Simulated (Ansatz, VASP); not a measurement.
Two plane-wave programs on NaCl

```
CELL_PARAMETERS angstrom
0.00000 3.12573 3.12573
3.12573 0.00000 3.12573
3.12573 3.12573 0.00000
ATOMIC_POSITIONS crystal
Na 0.75000 0.75000 0.75000
Cl 0.50000 0.50000 0.50000
```

Alike in both runs: functional PBE; k mesh 6 × 6 × 6; occupations gaussian, width 0.02 eV; no spin polarisation.

Ansatz relaxed the structure, and its values are those at the end. VASP's run is a single point on that final structure, the one shown.

|  | VASP | Ansatz |
| --- | --- | --- |
| version | VASP 6.6.1 | Ansatz 0.2.0 |
| potentials or method | VASP PAW PBE potentials, release 64 (Na_pv, Cl) | scalar-relativistic, plane waves, PAW |
| plane-wave cutoff (eV) | 520 | 420 |
| valence electrons in the cell | 14 | 16 |

```csv
,VASP,Ansatz,Ansatz less VASP
gap on the k mesh at the Fermi level (eV),4.85,4.85,+0.001
least direct gap on the mesh (eV),4.85,4.85,+0.001
pressure (GPa),0.0,0.0,+0.01
```

The two sets of potentials don't hold the same shells in valence.
